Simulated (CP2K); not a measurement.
KTaO3 under changes of volume

One of the cells (12.688 Å³/atom); the others are scaled copies at fixed shape and fractional positions:

```
Ta K O
1.0
     3.98830    0.00000    0.00000
     0.00000    3.98830    0.00000
     0.00000    0.00000    3.98830
Ta K O
1 1 3
Cartesian
  0.0000 0.0000 0.0000
  1.9942 1.9942 1.9942
  0.0000 0.0000 1.9942
  0.0000 1.9942 0.0000
  1.9942 0.0000 0.0000
```

| Quantity | Value |
| --- | --- |
| Program | CP2K 2026.2 |
| Functional | PBEsol |
| Potentials or basis | POTENTIAL_UZH Ta GTH-PBE-q13, K GTH-PBE-q9, O GTH-PBE-q6; TZVP-MOLOPT-PBE-GTH basis |
| Density cutoff | 8163 eV |
| k mesh | 7 × 7 × 7 |
| Occupations | fermi-dirac, width 0.05 eV |
| Spin | no spin polarisation |

```csv
volume (Å³/atom),energy over the lowest point (meV/atom),pressure (GPa),gap on the mesh (eV)
11.927,19.02,11.0,2.28
12.180,5.73,5.9,2.24
12.434,0.00,1.4,2.19
12.688,1.04,-2.6,2.15
12.942,?,?,?
13.196,20.69,-9.5,2.06
13.449,38.10,-12.4,2.02
```

Task: What does the run at 12.942 Å³/atom give?

Result: Energy over the lowest point 8.15 meV/atom; pressure -6.3 GPa; gap on the mesh 2.11 eV.

Worked out: A Birch-Murnaghan fit of order 3 (a polynomial in V^(-2/3)) to the other rows has its minimum at 12.52 Å³/atom with B0 = V·E''(V) = 203 GPa and B' = 4.4. It gives 8.14 meV/atom at 12.942 Å³/atom, against the run's 8.15, and -dE/dV = -6.3 GPa, against -6.3. A straight line through the other rows of the gap, of slope -2.19 eV per unit of ln V, gives 2.10 eV, against the run's 2.11.

Energies are extrapolated to zero smearing.

Caveats: the potentials were made for another functional, which shifts forces and pressure; spin-orbit coupling is left out, which moves the levels of the heavy elements; an odd mesh through Γ misses points on the zone boundary, where band edges often lie; the basis of atomic orbitals isn't converged, which shifts pressures, moduli and gaps.
